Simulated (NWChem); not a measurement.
# Ge (Cmmm) in NWChem: further runs

Runs on Ge. Level: PBE. Tasks: single point.

Everything below comes from runs of NWChem 7.3.0. Logs are shortened: lines on timing, memory, paths and dates and some standing lists are left out, and cuts for length are marked.

## 1. The crystal as given

Symmetry: Cmmm, No. 65, orthorhombic system. The conventional cell has a = 2.794 Å, b = 5.201 Å, c = 2.698 Å, α = 90.00°, β = 90.00°, γ = 90.00°. Ge (site symmetry mmm) is surrounded by 8 Ge at 2.70 to 2.95 Å.

This isn't the form of Ge at room conditions, which is diamond.

## 2. Single point, PBE

Contents of ge.nw:

```
start ge
title "Ge scf"
memory heap 1500 mb stack 500 mb global 100 mb
geometry units angstrom nocenter noautosym noautoz print
  system crystal
    lattice_vectors
         1.3971490000   -2.6005160000    0.0000000000
         1.3971490000    2.6005160000    0.0000000000
         0.0000000000    0.0000000000    2.6982310000
  end
  Ge -0.5000000000 -0.5000000000  0.0000000000
end
nwpw
  simulation_cell
    ngrid 18 18 16
  end
  xc pbe96
  cutoff 20.0
  ewald_ncut 8
  ewald_rcut 3.0
  monkhorst-pack 2 2 2
  smear 0.0018375 fermi orbitals 4
  scf pulay alpha 0.5 iterations 5 outer_iterations 1
  loop 10 10
  tolerances 1e-08 1e-08
end
set includestress .true.
task band gradient
```

Potentials or basis: NWChem's default library (pspw_default).

Started as:

```bash
$ nwchem ge.nw > ge.out
```

ge.out:

```text
Northwest Computational Chemistry Package (NWChem) 7.3.0
             --------------------------------------------------------

                                NWChem Input Module
                                -------------------

                                      Ge scf
                                      ------

                             Geometry "geometry" -> ""
                             -------------------------

 Output coordinates in angstroms (scale by  1.889725989 to convert to a.u.)

  No.       Tag          Charge          X              Y              Z
 ---- ---------------- ---------- -------------- -------------- --------------
    1 Ge                  32.0000     1.39714900     0.00000000     0.00000000

      Lattice Parameters
      ------------------

      lattice vectors in angstroms (scale by  1.889725989 to convert to a.u.)

      a1=<   1.397  -2.601   0.000 >
      a2=<   1.397   2.601   0.000 >
      a3=<   0.000   0.000   2.698 >
      a=       2.952 b=      2.952 c=       2.698
      alpha=  90.000 beta=  90.000 gamma= 123.505
      omega=    19.6

      reciprocal lattice vectors in a.u.

      b1=<   1.190  -0.639   0.000 >
      b2=<   1.190   0.639  -0.000 >
      b3=<  -0.000   0.000   1.232 >

      Atomic Mass
      -----------

      Ge                73.921900

          **********************************************************
          *                                                        *
          *                   NWPW BAND Calculation                *
          *                                                        *
          *  [(bundled Grassmann/Stiefel manifold implementation)] *
          *                                                        *
          *         [ NorthWest Chemistry implementation ]         *
          *                                                        *
          *                version #1.10   01/31/03                *
          *                                                        *
          *  A pseudopotential plane-wave band structure program   *
          *  with Brillouin zone sampling for optimizing crystals, *
          *                                                        *
          **********************************************************
          ================ input data ========================
 Generating 1d pseudopotential for Ge

 Generated formatted_filename: ./Ge.cpp
 random planewave guess, initial psi:ge.movecs
-   spin, nalpha, nbeta: 1    6    0

 input psi filename:./ge.movecs

 options:
      boundary conditions  = periodic    (version3)
      electron spin        = restricted
      exchange-correlation = PBE96 (White and Bird) parameterization

 elements involved in the cluster:
      1: Ge  core charge: 4.0  lmax=2
             comment    : Hamann pseudopotential
             pseudpotential type            :   0
             highest angular component      :   2
             local potential used           :   2
             number of non-local projections:   4
             semicore corrections included  :  1.750 (radius)  2.222 (charge)
[... 33 lines left out ...]
      wavefnc   1 cutoff= 20.000  fft=  18x  18x  16(      568 waves      568 per task)
      wavefnc   2 cutoff= 20.000  fft=  18x  18x  16(      561 waves      561 per task)
      wavefnc   3 cutoff= 20.000  fft=  18x  18x  16(      561 waves      561 per task)
      [... further points ...]

 technical parameters:
      time step=      5.80     fictitious mass=  400000.0
      tolerance=0.100E-07 (energy)   0.100E-07 (density)
      maximum iterations =       100 (   10 inner     10 outer )

 Kohn-Sham scf parameters:
      Kohn-Sham algorithm  = conjugate gradient
      Kohn-Sham iterations =   5 (  1 outer)
      scf algorithm        = Johnson-Pulay mixing (15 histories)
      scf mixing type      = density
      scf mixing parameter = 0.5000
      Kerker damping       = 0.0000

 fractional smearing parameters:
      smearing algorithm   = Fermi-Dirac
      smearing parameter   = 0.184E-02 (  580.2 K)
      mixing parameter     = 1.0000

= energy calculation =

          ============ scf minimization (density) ============
    iter.           Energy         DeltaE       DeltaRho        DeltaV
    ---------------------------------------------------------------------
       1   -0.4593885506E+01   -0.11080E+01    0.67895E-02    0.67895E-02
       2   -0.4774199161E+01   -0.18031E+00    0.24588E-02    0.18650E-02
       3   -0.4802257244E+01   -0.28058E-01    0.53728E-03    0.50199E-03
       4   -0.4805230000E+01   -0.29728E-02    0.42203E-03    0.11632E-03
       5   -0.4805322409E+01   -0.92410E-04    0.90720E-04    0.51896E-04
       6   -0.4805195609E+01    0.12680E-03    0.16832E-04    0.32268E-04
       7   -0.4805412903E+01   -0.21729E-03    0.94420E-06    0.30156E-06
       8   -0.4805412109E+01    0.79364E-06    0.58082E-07    0.58761E-07
       9   -0.4805417538E+01   -0.54290E-05    0.94757E-09    0.40879E-08
      10   -0.4805417452E+01    0.86503E-07    0.17539E-07    0.62197E-08
      11   -0.4805417067E+01    0.38491E-06    0.40221E-10    0.10522E-09
      12   -0.4805417099E+01   -0.32329E-07    0.75209E-10    0.65476E-10
      13   -0.4805417261E+01   -0.16189E-06    0.66760E-11    0.27992E-11
      14   -0.4805417270E+01   -0.94056E-08    0.26535E-11    0.19361E-11
    - Writing fractional density.
      Filename:./ge.rho
  *** tolerance ok.    iteration terminated.

          =============  summary of results  =================

 number of electrons: spin up=    2.00000  down=    2.00000 (real space)

 total     energy    :  -0.4805417270E+01 (   -0.48054E+01/ion)
 total orbital energy:   0.3561837540E+00
 hartree   energy    :   0.8357595563E-01
 exc-corr  energy    :  -0.2255093145E+01
 ion-ion   energy    :  -0.4488689687E+01 (   -0.44887E+01/ion)
 smearing  energy    :  -0.1153366008E-02

 K.S. kinetic energy :   0.1495577324E+01
 K.S. V_l  energy    :   0.6815260411E+00
 K.S. V_nl energy    :  -0.3211604782E+00
 K.S. V_Hart energy  :   0.1671519113E+00
 K.S. V_xc energy    :  -0.1666911361E+01
 K.S. V_so energy    :   0.0000000000E+00
 Virial Coefficient  :  -0.7618421789E+00

 Fermi energy =     0.2771887E+00 (   7.543eV)

 Brillouin zone point:      1
    weight=  0.250000
    k     =<   0.250   0.250   0.250> . <b1,b2,b3>
          =<   0.595   0.000   0.308>
[... 40 lines left out ...]
 orbital energies:
     0.7221150E+00 (  19.650eV) occ=0.000
     0.6288422E+00 (  17.112eV) occ=0.000
     0.3929424E+00 (  10.693eV) occ=0.000
     0.2785646E+00 (   7.580eV) occ=0.321
     0.1951269E+00 (   5.310eV) occ=1.000
     0.4961425E-03 (   0.014eV) occ=1.000

 Total BAND energy   :  -0.4805417270E+01

========================
= Gradient calculation =
========================

Translation force removed: (   -0.00000    0.00000   -0.00000)

          =============  Ion Gradients =================
 Ion Forces:
        1 Ge   (    0.00000    0.00000    0.00000 )
        C.O.M. (    0.00000    0.00000    0.00000 )
          ===============================================
          |F|       =   0.118376E-21
          |F|/nion  =   0.118376E-21
          max|Fatom|=   0.118376E-21 (   0.000eV/Angstrom)

 Generated formatted_stress_filename: ./Ge.cpp2

======================
= Stress calculation =
======================

          ============= total gradient ==============
      S =  (    0.03201    0.03201   -0.00000 )
           (    0.00480   -0.00480    0.00000 )
           (   -0.00000   -0.00000    0.02400 )
          ===================================================
          |S|      = 0.51681E-01

       dE/da     =     0.01092
       dE/db     =     0.01092
       dE/dc     =     0.02400
       dE/dalpha =     0.00000
       dE/dbeta  =     0.00000
       dE/dgamma =    -0.16996

 output psi filename:./ge.movecs
```

Wall time 3.3 s (1 thread of Intel Xeon 6975P-C (Granite Rapids), shared host); peak memory 0.09 GiB.

These settings aren't checked as converged: the numbers below hold their error.

What came out:

```
Free energy : -130.7935 eV
Pressure    : -18.1 GPa
```

Caveat: the k mesh is coarse (spacing up to 1.28 Å⁻¹), so the values aren't converged; potentials of this library can shift pressures by several GPa and gaps by up to half an eV, enough to turn an indirect gap into a direct one; without spin the log's total energy holds half of the entropy term, while the free energy listed holds all of it.

## 3. Single point, PBE

ge.nw: that of step 2 with these lines changed.

```diff
@@ -14,6 +14,6 @@
   simulation_cell
-    ngrid 18 18 16
+    ngrid 20 20 18
   end
   xc pbe96
-  cutoff 20.0
+  cutoff 26.0
   ewald_ncut 8
```

Potentials or basis: NWChem's default library (pspw_default).

Started as:

```bash
$ nwchem ge.nw > ge.out
```

ge.out:

```text
Northwest Computational Chemistry Package (NWChem) 7.3.0
             --------------------------------------------------------

                                NWChem Input Module
                                -------------------

                                      Ge scf
                                      ------

                             Geometry "geometry" -> ""
                             -------------------------

 Output coordinates in angstroms (scale by  1.889725989 to convert to a.u.)

  No.       Tag          Charge          X              Y              Z
 ---- ---------------- ---------- -------------- -------------- --------------
    1 Ge                  32.0000     1.39714900     0.00000000     0.00000000

      Lattice Parameters
      ------------------

      lattice vectors in angstroms (scale by  1.889725989 to convert to a.u.)

      a1=<   1.397  -2.601   0.000 >
      a2=<   1.397   2.601   0.000 >
      a3=<   0.000   0.000   2.698 >
      a=       2.952 b=      2.952 c=       2.698
      alpha=  90.000 beta=  90.000 gamma= 123.505
      omega=    19.6

      reciprocal lattice vectors in a.u.

      b1=<   1.190  -0.639   0.000 >
      b2=<   1.190   0.639  -0.000 >
      b3=<  -0.000   0.000   1.232 >

      Atomic Mass
      -----------

      Ge                73.921900

          **********************************************************
[... 12 lines left out ...]
          **********************************************************
          ================ input data ========================
 Generating 1d pseudopotential for Ge

 Generated formatted_filename: ./Ge.cpp
 random planewave guess, initial psi:ge.movecs
-   spin, nalpha, nbeta: 1    6    0

 input psi filename:./ge.movecs

 options:
      boundary conditions  = periodic    (version3)
      electron spin        = restricted
      exchange-correlation = PBE96 (White and Bird) parameterization

 elements involved in the cluster:
      1: Ge  core charge: 4.0  lmax=2
             comment    : Hamann pseudopotential
             pseudpotential type            :   0
             highest angular component      :   2
             local potential used           :   2
             number of non-local projections:   4
             semicore corrections included  :  1.750 (radius)  2.222 (charge)
             cutoff =   1.039   1.321   2.011

 total charge:   0.000

 atomic composition:
     Ge  :  1

 number of electrons: spin up=    2.00  spin down=    2.00 (Fourier space)
 number of orbitals:  spin up=       6  spin down=       6 (Fourier space)

 supercell:
      lattice:    a1=<   2.640  -4.914   0.000 >
                  a2=<   2.640   4.914   0.000 >
                  a3=<   0.000   0.000   5.099 >
      reciprocal: b1=<   1.190  -0.639   0.000 >
                  b2=<   1.190   0.639  -0.000 >
                  b3=<  -0.000   0.000   1.232 >
      lattice:    a=       5.579 b=      5.579 c=       5.099
                  alpha=  90.000 beta=  90.000 gamma= 123.505
                  omega=       132.3

      Ewald summation: cut radius=    3.00  and  8
                       Madelung Wigner-Seitz=    1.77365584 (alpha=    2.85911895 rs= 3.16111109)

 brillouin zone:
      number of zone points:     4 (reduced from 4 zone points without symmetry)
      weight=   0.250  ks=<   0.250   0.250   0.250 >, k=<   0.595   0.000   0.308>
      weight=   0.250  ks=<  -0.250   0.250   0.250 >, k=<   0.000   0.320   0.308>
      weight=   0.250  ks=<   0.250  -0.250   0.250 >, k=<   0.000  -0.320   0.308>
      weight=   0.250  ks=<   0.250   0.250  -0.250 >, k=<   0.595   0.000  -0.308>

 computational grids:
      density     cutoff= 52.000  fft=  20x  20x  18(     2363 waves     2363 per task)
      wavefnc   1 cutoff= 26.000  fft=  20x  20x  18(      841 waves      841 per task)
      wavefnc   2 cutoff= 26.000  fft=  20x  20x  18(      838 waves      838 per task)
      wavefnc   3 cutoff= 26.000  fft=  20x  20x  18(      838 waves      838 per task)
      [... further points ...]

[... 21 lines left out ...]
    iter.           Energy         DeltaE       DeltaRho        DeltaV
    ---------------------------------------------------------------------
       1   -0.4579086218E+01   -0.13811E+01    0.65180E-02    0.65180E-02
       2   -0.4771587364E+01   -0.19250E+00    0.32565E-02    0.21143E-02
       3   -0.4797819599E+01   -0.26232E-01    0.10241E-02    0.16068E-02
       4   -0.4805371751E+01   -0.75522E-02    0.87647E-03    0.33647E-03
       5   -0.4805325660E+01    0.46091E-04    0.90891E-04    0.12518E-03
       6   -0.4805599087E+01   -0.27343E-03    0.40782E-05    0.26237E-05
       7   -0.4805603305E+01   -0.42185E-05    0.72284E-06    0.13088E-05
       8   -0.4805629807E+01   -0.26502E-04    0.11386E-07    0.17907E-07
       9   -0.4805630244E+01   -0.43670E-06    0.24183E-07    0.66285E-08
      10   -0.4805631410E+01   -0.11661E-05    0.51150E-10    0.82678E-09
      11   -0.4805631460E+01   -0.50002E-07    0.16581E-08    0.59162E-09
      12   -0.4805631642E+01   -0.18257E-06    0.21675E-10    0.76668E-11
      13   -0.4805631626E+01    0.16470E-07    0.25692E-11    0.24207E-11
      14   -0.4805631648E+01   -0.22392E-07    0.73269E-12    0.53475E-12
      15   -0.4805631656E+01   -0.74302E-08    0.15877E-12    0.12690E-12
    - Writing fractional density.
      Filename:./ge.rho
  *** tolerance ok.    iteration terminated.

          =============  summary of results  =================

 number of electrons: spin up=    2.00000  down=    2.00000 (real space)

 total     energy    :  -0.4805631656E+01 (   -0.48056E+01/ion)
 total orbital energy:   0.3559023400E+00
 hartree   energy    :   0.8356667940E-01
 exc-corr  energy    :  -0.2255069540E+01
 ion-ion   energy    :  -0.4488689687E+01 (   -0.44887E+01/ion)
 smearing  energy    :  -0.1153634490E-02

 K.S. kinetic energy :   0.1496435117E+01
 K.S. V_l  energy    :   0.6815080241E+00
 K.S. V_nl energy    :  -0.3222286221E+00
 K.S. V_Hart energy  :   0.1671333588E+00
 K.S. V_xc energy    :  -0.1666945481E+01
 K.S. V_so energy    :   0.0000000000E+00
 Virial Coefficient  :  -0.7621665034E+00

 Fermi energy =     0.2771750E+00 (   7.542eV)

 Brillouin zone point:      1
    weight=  0.250000
    k     =<   0.250   0.250   0.250> . <b1,b2,b3>
          =<   0.595   0.000   0.308>

 orbital energies:
     0.8739722E+00 (  23.782eV) occ=0.000
     0.6288285E+00 (  17.111eV) occ=0.000
     0.3929221E+00 (  10.692eV) occ=0.000
     0.2785493E+00 (   7.580eV) occ=0.321
     0.1951070E+00 (   5.309eV) occ=1.000
     0.3884668E-03 (   0.011eV) occ=1.000

 Brillouin zone point:      2
    weight=  0.250000
    k     =<  -0.250   0.250   0.250> . <b1,b2,b3>
          =<   0.000   0.320   0.308>

 orbital energies:
     0.7289151E+00 (  19.835eV) occ=0.000
     0.6770692E+00 (  18.424eV) occ=0.000
     0.5511349E+00 (  14.997eV) occ=0.000
     0.3170902E+00 (   8.629eV) occ=0.000
     0.2758007E+00 (   7.505eV) occ=0.679
    -0.1162768E+00 (  -3.164eV) occ=1.000

 Brillouin zone point:      3
    weight=  0.250000
    k     =<   0.250  -0.250   0.250> . <b1,b2,b3>
          =<   0.000  -0.320   0.308>

 orbital energies:
     0.7289151E+00 (  19.835eV) occ=0.000
     0.6770692E+00 (  18.424eV) occ=0.000
     0.5511349E+00 (  14.997eV) occ=0.000
     0.3170902E+00 (   8.629eV) occ=0.000
     0.2758007E+00 (   7.505eV) occ=0.679
    -0.1162768E+00 (  -3.164eV) occ=1.000

 Brillouin zone point:      4
    weight=  0.250000
    k     =<   0.250   0.250  -0.250> . <b1,b2,b3>
          =<   0.595   0.000  -0.308>

 orbital energies:
     0.7220931E+00 (  19.649eV) occ=0.000
     0.6288278E+00 (  17.111eV) occ=0.000
     0.3929221E+00 (  10.692eV) occ=0.000
     0.2785493E+00 (   7.580eV) occ=0.321
     0.1951070E+00 (   5.309eV) occ=1.000
     0.3884670E-03 (   0.011eV) occ=1.000

 Total BAND energy   :  -0.4805631656E+01

========================
= Gradient calculation =
========================

Translation force removed: (    0.00000   -0.00000   -0.00000)

          =============  Ion Gradients =================
 Ion Forces:
        1 Ge   (    0.00000    0.00000    0.00000 )
        C.O.M. (    0.00000    0.00000    0.00000 )
          ===============================================
          |F|       =   0.295941E-22
          |F|/nion  =   0.295941E-22
          max|Fatom|=   0.295941E-22 (   0.000eV/Angstrom)

 Generated formatted_stress_filename: ./Ge.cpp2

======================
= Stress calculation =
======================

          ============= total gradient ==============
      S =  (    0.03178    0.03178    0.00000 )
           (    0.00491   -0.00491    0.00000 )
           (    0.00000    0.00000    0.02377 )
          ===================================================
          |S|      = 0.51310E-01

       dE/da     =     0.01071
       dE/db     =     0.01071
       dE/dc     =     0.02377
       dE/dalpha =    -0.00000
       dE/dbeta  =    -0.00000
       dE/dgamma =    -0.16913

 output psi filename:./ge.movecs
```

It took 3.9 s on 1 thread of Intel Xeon 6975P-C (Granite Rapids), shared host; peak memory 0.09 GiB.

The run converged, but some of its settings lie outside the range that counts as converged, so its numbers aren't taken as properties of the crystal.

Results:

| Property | Result |
| --- | --- |
| Free energy | -130.7993 eV |
| Pressure | -17.8 GPa |

Caveat: the k mesh is coarse (spacing up to 1.28 Å⁻¹), so the values aren't converged; potentials of this library can shift pressures by several GPa and gaps by up to half an eV, enough to turn an indirect gap into a direct one; without spin the log's total energy holds half of the entropy term, while the free energy listed holds all of it.
